**The volume of hafnium dioxide under twelve methods**

The density that a calculation assigns to a crystal follows directly from its equilibrium volume, the volume at which the static energy is lowest. The table lists this volume for monoclinic HfO₂. A rung is a class of density functional: LDA uses only the local electron density, a GGA adds its gradient, and a meta-GGA also uses the kinetic-energy density. The endings D3, D3(BJ) and D4 denote added dispersion, the weak attraction between fluctuating charge clouds.

Kohn–Sham DFT with VASP and Ansatz for monoclinic HfO₂ (12-atom cell, static lattice), without spin polarization, on a 5×5×5 k mesh with Fermi–Dirac smearing of 0.05 eV. The basis column gives the plane-wave cutoff. Volumes come from relaxation of cell and atoms, except in the two PBEsol rows, where they come from fitted energy–volume curves.

```csv
method,rung,program,potentials,basis,equilibrium volume (Å³/atom)
LDA,LDA,VASP,"VASP PAW LDA potentials, recommended",600 eV,10.997
BLYP,GGA,VASP,"VASP PAW PBE potentials, recommended",600 eV,12.041
BLYP-D3,GGA,VASP,"VASP PAW PBE potentials, recommended",600 eV,11.714
BLYP-D3(BJ),GGA,VASP,"VASP PAW PBE potentials, recommended",600 eV,11.601
BLYP-D4,GGA,VASP,"VASP PAW PBE potentials, recommended",600 eV,11.701
PBE-D3,GGA,VASP,"VASP PAW PBE potentials, recommended",600 eV,11.503
PBE-D3(BJ),GGA,VASP,"VASP PAW PBE potentials, recommended",600 eV,11.466
PBE-D4,GGA,Ansatz,Ansatz PAW,420 eV,11.652
PBEsol,GGA,Ansatz,PseudoDojo PBEsol,1143 eV,11.318
PBEsol-D3(BJ),GGA,Ansatz,Ansatz PAW,420 eV,11.317
revPBE,GGA,VASP,"VASP PAW PBE potentials, recommended",600 eV,11.848
r2SCAN-D4,meta-GGA,Ansatz,Ansatz PAW,500 eV,11.468
```

**(a) Does the rung set the volume? Explain the order of LDA, PBEsol, revPBE and BLYP, the four methods without added dispersion.**

*Solution.* Only LDA stands apart, 0.32 Å³/atom below the smallest GGA volume. The GGAs themselves spread over 0.72 Å³/atom, more than twice that gap, and the meta-GGA row lies among them. The rung therefore says less about the volume than the particular functional does.

The cause is to be sought in how a functional rewards an uneven density. In the limit of a uniform density, the exchange energy of these GGAs reduces to that of LDA. In a crystal, the density between the atoms thins out as they move apart, and its relative gradient grows. A GGA lowers the exchange energy where this gradient is large, so it favours the expanded crystal and loosens the bonds that LDA makes too tight.

The strength of this reward can be worked out from the formulas of the functionals. At a reduced gradient of 1, a typical value in bonds, exchange is enhanced over LDA by 11% in PBEsol, 19% in revPBE and 18% in BLYP. This separates LDA, the mild PBEsol and the two loose functionals in the order of their volumes. At this gradient it fails to rank the last two, since BLYP gives the larger volume with no stronger enhancement. The two exchange formulas cross, however: at smaller gradients, also common in solids, the exchange of BLYP is the more strongly enhanced. Correlation matters as well. In PBEsol and revPBE its gradient term offsets much of the exchange reward at small gradients, while the correlation of BLYP offsets far less, so BLYP is expected to favour the expanded crystal more. No row tests either part alone.

**(b) Dispersion shrinks the BLYP crystal. Estimate by how much, and explain why the contraction doesn't keep pace with the dispersion energy.**

*Solution.* A spring with a weight on it is a useful simpler system. Its deflection depends on the force, and a constant added to the energy of the weight changes nothing. In the same way, the crystal responds to the slope of the dispersion energy with volume, not to its depth. The likeness ends where the load is concerned: a weight pulls equally at every height, whereas dispersion changes with volume.

Let $E$ be the dispersion energy per atom, $V$ the volume per atom and $B$ the bulk modulus, the resistance to compression. If $E$ varies as $V^{-m}$, it exerts an inward pressure $m|E|/V$. The crystal shrinks by $\Delta V$ until its elastic pressure $B\,\Delta V/V$ balances this pull, so that

$$\Delta V = \frac{m\,|E|}{B}.$$

Two simple cases serve as marks. A dispersion energy that is flat in volume has $m=0$ and causes no contraction, however deep it is. The undamped attraction between distant atoms falls as the inverse sixth power of distance, hence as $V^{-2}$, and has $m=2$. The corrections also contain a steeper inverse-eighth-power term, so the second case is a guide and not a strict upper bound.

For BLYP-D3 the same calculation gives $|E| = 0.343$ eV. The modulus is borrowed from the PBEsol run, 253 GPa or 1.58 eV/Å³. The undamped estimate is then

$$\Delta V = \frac{2\times 0.343}{1.58} = 0.43\ \text{Å}^3\text{/atom}.$$

The table gives $12.041-11.714 = 0.327$ Å³/atom, so the estimate is about a third too large. For D3(BJ) it is nearly half too large. These excesses are probably too low, because the borrowed modulus belongs to a smaller volume and to a curve with no relaxation reported. Midway between the BLYP and BLYP-D3 volumes the slope of the same PBEsol curve gives about 205 GPa, which raises the D3 estimate to 0.54 Å³/atom, nearly two thirds too large. Letting atoms and cell shape relax is expected to soften the crystal further. The real pull thus lies between the two cases.

Theory suggests a reason. Neighbouring Hf and O atoms are only about 2 Å apart, where the inverse-sixth-power law no longer holds and the correction is damped. The D3(BJ) form levels off to a finite energy at short distance, which adds depth but little slope. The step from D3 to D3(BJ) fits this picture: D3 contracts BLYP by 0.95 Å³ per eV of dispersion energy, but the extra energy of D3(BJ) brings only 0.68 Å³ per eV. A small part of this drop arises because the crystal stiffens as it shrinks. The form of the damping can't be the whole story, however: D4 levels off in the same way, yet it contracts BLYP by 0.99 Å³ per eV, as much as D3. The strengths assigned to the atom pairs, which also differ between the corrections, must matter too.

PBE offers a neighbouring case on which to try the lower figure. There D3(BJ) is deeper than D3 by 0.048 eV/atom, which should shrink the crystal by $0.68\times0.048 = 0.03$ Å³/atom. The table shows 0.037 Å³/atom. The higher figure of 0.95 would give 0.045 Å³/atom, which is about as near. The case therefore supports the size of the effect, but it can't decide between the two figures. The printed output after this text lists the estimates for all three BLYP corrections.

**(c) PBE-D4 lies well above PBE-D3, and PBEsol has the same volume with and without D3(BJ). Are these effects of dispersion?**

*Solution.* For PBE-D4, hardly. In BLYP, where program and potentials stay the same, D4 and D3 give volumes within about 0.01 Å³/atom of each other. In PBE, D4 lies 0.149 Å³/atom higher. By the BLYP-D3 ratio from part (b), the whole pull of D3 in PBE is worth about 0.17 Å³/atom, so D4 would have to lose nearly all of it.

The more plausible source is the change of set-up. The PBE-D4 run uses another program, another cutoff and potentials that treat the 4f electrons of hafnium explicitly, while the VASP potentials keep them in the core. One item can be sized: without the correction of the stress for the finite plane-wave basis, the PBE-D4 volume would be about 0.04 Å³/atom smaller. The correction is meant to remove a basis error, so this figure shows how sensitive the run is and not a share of the gap. How the gap divides among the changes of set-up is open. The program itself is one candidate: PBE-D3 with its whole pull removed would lie near 11.67 Å³/atom, close to PBE-D4, and the PBE-D4 output lists no dispersion energy, so this row alone can't exclude a D4 correction that barely acts on the cell. Dispersion in general does seem to act in that program: a further Ansatz run that isn't in the table, revPBE-D3(BJ), relaxes to a volume about 0.22 Å³/atom below that of plain revPBE in VASP. This makes an idle D4 less likely, though it doesn't test D4 itself.

The two PBEsol rows also differ in potentials and cutoff. Their agreement may therefore be a cancellation, with dispersion shrinking the crystal and the other potentials widening it. This is a guess. It would fit the high volume of PBE-D4, which uses the same family of potentials, but it asks for a close coincidence: the two pressure curves agree within 0.25 GPa at all seven volumes they share, while the pull of dispersion is expected to be a few GPa. A D3(BJ) correction that barely acts on the cell in this program would need no coincidence, but the contracted revPBE-D3(BJ) cell speaks against it. Cancellation is therefore the likelier reading, although it leaves the closeness of the two curves unexplained. A test would need PBEsol with and without D3(BJ) on the same potentials and cutoff. Both PBEsol volumes come from energy–volume curves, with no relaxation of cell shape or atoms reported, whereas the other ten rows are full relaxations of the cell.

A change of set-up may thus shift the volume, and with it the density, by about 1%, though no pair of rows isolates this margin. The low place of LDA is well outside that margin. Plain BLYP lies only 0.193 Å³/atom above revPBE, but these two rows share program, potentials and cutoff, so their order doesn't rest on a change of set-up. Both do use potentials made for PBE, at a usual working cutoff and mesh, and the errors this brings may differ between the two functionals. The near-equality of r2SCAN-D4 and PBE-D3(BJ), obtained with different programs and potentials, is well inside the margin and is no sign that the two methods describe the bonding alike.

Output of the analysis:

```
LDA below the smallest GGA volume, A^3/atom: 0.32
spread of the GGA volumes, A^3/atom: 0.724
BLYP above revPBE, A^3/atom: 0.193
exchange enhancement over LDA at reduced gradient 1, PBEsol: 0.107
exchange enhancement over LDA at reduced gradient 1, revPBE: 0.1859
exchange enhancement over LDA at reduced gradient 1, B88 of BLYP: 0.1781
contraction of BLYP by D3, A^3/atom: 0.327
contraction of BLYP by D4, A^3/atom: 0.34
contraction of BLYP by D3(BJ), A^3/atom: 0.44
undamped r^-6 estimate for D3, A^3/atom: 0.434
undamped r^-6 estimate for D4, A^3/atom: 0.4328
undamped r^-6 estimate for D3(BJ), A^3/atom: 0.6448
contraction per dispersion energy, BLYP-D3, A^3/eV: 0.9531
contraction per dispersion energy, BLYP-D3(BJ), A^3/eV: 0.8634
contraction per extra energy from D3 to D3(BJ), BLYP, A^3/eV: 0.6785
contraction per extra energy from D3 to D3(BJ), PBE, A^3/eV: 0.7778
ratio of D3 energies, BLYP to PBE: 1.91
BLYP-D3 above PBE-D3, A^3/atom: 0.211
BLYP-D3(BJ) above PBE-D3(BJ), A^3/atom: 0.135
PBE-D4 above PBE-D3, A^3/atom: 0.149
BLYP-D4 above BLYP-D3, A^3/atom: -0.013
estimated whole pull of D3 in PBE with the BLYP-D3 ratio, A^3/atom: 0.1712
volume worth of the Pulay correction in PBE-D4, A^3/atom: 0.03597
volume worth of the residual pressure in BLYP, A^3/atom: 0.008775
```
